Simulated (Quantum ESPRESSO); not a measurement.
**HfO2: equation of state with PBEsol**

HfO2:

```xyz
12
Lattice="5.2195 0.0000 0.0000 0.0000 5.0048 0.0000 0.0000 0.0000 5.0327" Properties=species:S:1:pos:R:3 pbc="T T T"
Hf    5.0472    3.6661    3.7314
Hf    2.7820    3.6661    1.2151
Hf    2.4375    1.3387    3.7314
Hf    0.1723    1.3387    1.2151
O     3.2994    4.6477    4.4251
O     4.5298    4.6477    1.9087
O     1.2211    2.7020    2.4776
O     1.3886    2.7020    4.9939
O     3.9984    2.3028    4.9939
O     3.8308    2.3028    2.4776
O     0.6896    0.3571    4.4251
O     1.9201    0.3571    1.9087
```

Measurements of this composition are mostly on another form, of space group No. 14.

```
Program             : Quantum ESPRESSO 7.5
Task                : equation of state
Functional          : PBEsol
Potentials or basis : GBRV 1.5 PBEsol
Cutoff              : 612 eV
Density cutoff      : 4898 eV
k mesh              : 4 × 5 × 4
Occupations         : fermi-dirac, width 0.05 eV
Spin                : no spin polarisation
```

```yaml
Equilibrium_volume: 10.96 Å³/atom
Bulk_modulus_at_fixed_shape_and_positions: 264 GPa
Pressure_derivative_of_the_bulk_modulus: 4.2
```

Energy against volume, from the lowest point:
| volume (Å³/atom) | energy (meV/atom) |
| --- | --- |
| 10.298 | 37.07 |
| 10.517 | 16.07 |
| 10.736 | 4.01 |
| 10.955 | 0.00 |
| 11.175 | 3.27 |
| 11.394 | 13.03 |
| 11.613 | 28.70 |

All runs of the series together: 15 min on 2 threads of Arm Neoverse V1, with other jobs on the host.

Caveat: the cell was scaled at fixed shape and fractional positions, which overstates the stiffness of a crystal with free parameters, most of all of layers and chains. Spin-orbit coupling is left out, which matters for the levels of Hf.
